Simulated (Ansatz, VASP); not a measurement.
Hf in VASP and in Ansatz

File INCAR:

```
SYSTEM = Hf
PREC = Accurate ; ENCUT = 520
EDIFF = 1E-6 ; ISMEAR = 0
SIGMA = 0.15 ; LREAL = .False.
LASPH = .True. ; NELM = 100
ALGO = Normal ; ISIF = 2
LWAVE = .False. ; LCHARG = .False.
GGA = PE ; NBANDS = 11
```

File KPOINTS:

```
Automatic mesh
0
Gamma
  18 18 18
  0 0 0
```

The input POSCAR:

```
Hf
1.0
   -1.7508500000      1.7508500000      1.7508500000
    1.7508500000     -1.7508500000      1.7508500000
    1.7508500000      1.7508500000     -1.7508500000
Hf
1
Direct
    0.0000000000      0.0000000000      0.0000000000
```

Input for Ansatz:

```yaml
crystal:
  lattice:
    - [-1.75085, 1.75085, 1.75085]
    - [1.75085, -1.75085, 1.75085]
    - [1.75085, 1.75085, -1.75085]
  atoms:
    - { symbol: Hf, position: [0.0, 0.0, 0.0] }
basis:
  ecutwfc: 420
kpoints:
  mp_grid: { grid: [18, 18, 18] }
hamiltonian:
  xc: pbe
scf:
  occupations: { method: gaussian, width: 0.15 }
output:
  forces: true
  stress: true
  eigenvalues: true
  write_density: true
  write_potential: true
  elf: true
  volumetric_format: npy
```

Change from the starting cell: strain -0.030 along x and y, -0.030 along z, atoms carried along.

Alike in both runs: task single point; functional PBE; k mesh 18 × 18 × 18; occupations gaussian, width 0.15 eV; no spin polarisation.

|  | VASP | Ansatz |
| --- | --- | --- |
| version | VASP 6.6.1 | Ansatz 0.2.0 |
| potentials or method | VASP PAW PBE potentials, release 64 (Hf_pv) | scalar-relativistic, plane waves, PAW |
| plane-wave cutoff (eV) | 520 | 420 |
| valence electrons in the cell | 10 | 26 |

VASP gave:

| Item | Value |
| --- | --- |
| gap on the k mesh at the Fermi level (eV) | none |
| pressure (GPa) | 3.7 |

Q: Which values does Ansatz return?

A: gap on the k mesh at the Fermi level (eV): none; pressure (GPa): 4.0.

A gap of «none» marks a metal or a gap that the smearing closes. The two sets of potentials don't hold the same shells in valence.

The runs have no spin-orbit coupling, so splittings on Hf are missing.
